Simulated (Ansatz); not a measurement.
A relaxed cell of Al is given with its symmetry left out. The cell was found from a structure generator's guess, not taken from experiment.

These are results of Ansatz 0.2.0, DFT PBE, scalar-relativistic, plane waves, PAW, not measurements. Cutoff 420 eV, Γ-centred mesh, Gaussian smearing, no spin polarisation.

```
Al
1.0
    -1.73678    1.73678    1.40940
     1.73678   -1.73678    1.40940
     1.73678    1.73678   -1.40940
Al
1
Direct
  0.50000 0.50000 0.00000
```

Energies count from the standard state of Al at the same level.

Task: Find its symmetry and describe it.

Result: I4/mmm (No. 139). Conventional cell: a = 3.474 Å, c = 2.819 Å. Al has 10 Al at 2.82–2.83 Å and 4 Al at 3.47 Å.

Task: How far does it lie from the standard state of Al?

Result: +0.07 eV/atom. So it is a metastable form at best.

Task: Is it a metal?

Result: Yes, bands cross the Fermi level on the 24×24×24 mesh.

The last run used a 24×24×24 mesh for its 1-atom cell and Gaussian smearing of 0.10 eV. Symmetry constrained the relaxation, so the result can be a saddle point.
